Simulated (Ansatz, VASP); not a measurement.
## One calculation of LiF (Griceite), two programs

The input INCAR:

```
  PREC = Accurate
  ENCUT = 550
  EDIFF = 1E-6
  ISMEAR = 0
  SIGMA = 0.05
  LREAL = F
  LASPH = T
  NELM = 80
  ALGO = Fast
  ISIF = 2
  LWAVE = F
  LCHARG = F
  GGA = PE
  NBANDS = 11
```

The input KPOINTS:

```
regular mesh
0
Gamma
  11 11 11
```

File POSCAR:

```
LiF
2.8482
    0.000000000000      0.707113264518      0.707113264518
    0.707113264518      0.000000000000      0.707113264518
    0.707113264518      0.707113264518      0.000000000000
F Li
1 1
Direct
    0.5000000000      0.5000000000      0.5000000000
    0.0000000000      0.0000000000      0.0000000000
```

The input input.yaml:

```yaml
crystal:
  lattice: { a: 4.028, b: 4.028, c: 4.028, alpha: 90.0, beta: 90.0, gamma: 90.0 }
  space_group: 225
  reduce_to_primitive: true
  atoms:
    - { symbol: F, wyckoff: "4b", position: [0.5, 0.0, 0.0] }
    - { symbol: Li, wyckoff: "4a", position: [0.0, 0.0, 0.0] }
hamiltonian:
  xc: pbe
  pseudopotentials: { kind: paw, source: ansatz }
kpoints:
  mp_grid: { grid: [11, 11, 11] }
scf:
  occupations: { method: gaussian, width: 0.05 }
output:
  forces: true
  stress: true
  eigenvalues: true
  efg: {}
  write_density: true
  write_potential: true
  elf: true
  volumetric_format: npy
```

Alike in both runs: functional PBE; k mesh 11 × 11 × 11; occupations gaussian, width 0.05 eV; no spin polarisation.

|  | VASP | Ansatz |
| --- | --- | --- |
| version | VASP 6.6.1 | Ansatz 0.2.0 |
| potentials or method | VASP PAW PBE potentials, release 64 (F_GW, Li_GW) | Ansatz PAW earlier set |
| plane-wave cutoff (eV) | 550 | 1050 |
| valence electrons in the cell | 8 | 10 |
| task | single point | electric field gradients |

VASP gave:

```
gap on the k mesh at the Fermi level (eV) : 9.05
least direct gap on the mesh (eV)         : 9.05
```

Which values does Ansatz return?

gap on the k mesh at the Fermi level (eV): 9.07; least direct gap on the mesh (eV): 9.07.

The two sets of potentials don't hold the same shells in valence.

Caveats: an odd mesh through Γ misses points on the zone boundary, where band edges often lie (VASP); odd divisions of the mesh miss points on the zone boundary, where band edges often lie, so the gap on the mesh can be too wide (Ansatz). PBE gaps usually lie below the measured ones, often by a third to a half.
